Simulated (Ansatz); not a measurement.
# GaN: the cost of one run

Program: Ansatz 0.2.0. Level of theory: DFT PBE, scalar-relativistic, plane waves, PAW. These are calculated values, not measurements.

### Step 1. The system as given

It takes space group Pm-3n (No. 223, cubic). The conventional cell has a = 5.215 Å, b = 5.215 Å, c = 5.215 Å, α = 90.00°, β = 90.00°, γ = 90.00°. Ga (site symmetry -4m2) is surrounded by 4 N at 1.84 Å. N (site symmetry -4m2) has 4 Ga at 1.84 Å as nearest neighbours.

Structure file:

```
Ga N
1.0
     5.21534    0.00000    0.00000
     0.00000    5.21534    0.00000
     0.00000    0.00000    5.21534
Ga N
6 6
Direct
  0.50000 0.00000 0.75000
  0.75000 0.50000 0.00000
  0.00000 0.75000 0.50000
  0.50000 0.00000 0.25000
  0.25000 0.50000 0.00000
  0.00000 0.25000 0.50000
  0.00000 0.50000 0.75000
  0.75000 0.00000 0.50000
  0.50000 0.75000 0.00000
  0.00000 0.50000 0.25000
  0.25000 0.00000 0.50000
  0.50000 0.25000 0.00000
```

The cell is invented: 4-connected net, two elements alternating (Pm-3n, No. 223). Lengths come from tabulated atomic sizes and are only a guess.

### Step 2. A first look at the guess

input.yaml

```yaml
crystal:
  lattice:
    - [5.21533678, 0.0, 0.0]
    - [0.0, 5.21533678, 0.0]
    - [0.0, 0.0, 5.21533678]
  atoms:
    - { symbol: Ga, position: [0.5, 0.0, 0.75] }
    - { symbol: Ga, position: [0.75, 0.5, 0.0] }
    - { symbol: Ga, position: [0.0, 0.75, 0.5] }
    - { symbol: Ga, position: [0.5, 0.0, 0.25] }
    - { symbol: Ga, position: [0.25, 0.5, 0.0] }
    - { symbol: Ga, position: [0.0, 0.25, 0.5] }
    - { symbol: "N", position: [0.0, 0.5, 0.75] }
    - { symbol: "N", position: [0.75, 0.0, 0.5] }
    - { symbol: "N", position: [0.5, 0.75, 0.0] }
    - { symbol: "N", position: [0.0, 0.5, 0.25] }
    - { symbol: "N", position: [0.25, 0.0, 0.5] }
    - { symbol: "N", position: [0.5, 0.25, 0.0] }
basis:
  ecutwfc: 420
kpoints:
  mp_grid: { grid: [4, 4, 4] }
hamiltonian:
  xc: pbe
scf:
  occupations: { method: gaussian, width: 0.1 }
  lower_state_search: "off"
output:
  forces: true
  stress: true
  eigenvalues: true
```

Launch:

```bash
> ansatz run input.yaml --threads 1 --pin off --max-ram 2560MiB --backend cpu --events-out ev --progress --plain --runs-dir out
```

Q: Estimate wall time and peak memory on 1 thread of Arm Neoverse V2, shared host.

About 6 s, with a peak of 0.4 GiB.
